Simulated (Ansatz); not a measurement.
# BeS: equation of state with PBEsol

Crystal: BeS.

```
CELL_PARAMETERS angstrom
0.00000 2.42500 2.42500
2.42500 0.00000 2.42500
2.42500 2.42500 0.00000
ATOMIC_POSITIONS crystal
S 0.75000 0.75000 0.75000
Be 0.00000 0.00000 0.00000
```

```yaml
Program: Ansatz 0.2.0
Task: equation of state
Functional: PBEsol
Potentials_or_basis: all-electron LAPW, scalar-relativistic
Basis_error_allowed: 0.001 eV/atom
k_mesh: 9 × 9 × 9
Occupations: fermi-dirac, width 0.05 eV
Spin: no spin polarisation
```

| Item | Value |
| --- | --- |
| Equilibrium volume | 14.15 Å³/atom |
| Bulk modulus | 97 GPa |
| Pressure derivative of the bulk modulus | 3.8 |

Energy against volume, from the lowest point:
```tsv
volume (Å³/atom)	energy (meV/atom)
13.405	12.60
13.690	4.45
13.975	0.38
14.261	0.00
14.546	2.97
14.831	9.00
15.116	17.79
```

All runs of the series together: 73 s on 1 thread of Intel(R) Xeon(R) Processor @ 2.50GHz (Skylake/Cascade Lake), with other jobs on the host.
